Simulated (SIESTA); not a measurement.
In under changes of volume

One of the cells (26.144 Å³/atom); the others are scaled copies at fixed shape and fractional positions:

```xyz
1
Lattice="-1.6255 1.6255 2.4737 1.6255 -1.6255 2.4737 1.6255 1.6255 -2.4737" Properties=species:S:1:pos:R:3 pbc="T T T"
In    0.0000    0.0000    0.0000
```

```yaml
Program: SIESTA 5.4.2
Functional: LDA
Potentials_or_basis: PseudoDojo 0.4 standard (LDA files)
Basis: DZP (energy shift 0.003 Ry; two zetas on semicore shells)
Grid_cutoff: 500 Ry
Energy_shift: 0.003 Ry
k_mesh: 11 × 11 × 11
Occupations: fermi-dirac, width 0.05 eV
Spin: no spin polarisation
```

| volume (Å³/atom) | energy over the lowest point (meV/atom) | pressure (GPa) |
| --- | --- | --- |
| 24.575 | 0.51 | 0.8 |
| 25.098 | 0.00 | -0.4 |
| 25.621 | ? | ? |
| 26.144 | 8.82 | -2.2 |
| 26.666 | 17.40 | -3.0 |
| 27.189 | 28.32 | -3.7 |
| 27.712 | 41.23 | -4.2 |

Q: What does the run at 25.621 Å³/atom give?

A: Energy over the lowest point 2.90 meV/atom; pressure -1.3 GPa.

Worked out: A Birch-Murnaghan fit of order 3 (a polynomial in V^(-2/3)) to the other rows has its minimum at 24.91 Å³/atom with B0 = V·E''(V) = 53 GPa and B' = 5.2 at fixed shape and positions, which overstates the stiffness. It gives 2.90 meV/atom at 25.621 Å³/atom, against the run's 2.90, and -dE/dV = -1.4 GPa, against -1.3.

Energies are extrapolated to zero smearing.

Caveats: the basis of atomic orbitals isn't converged, which shifts pressures, moduli and gaps.
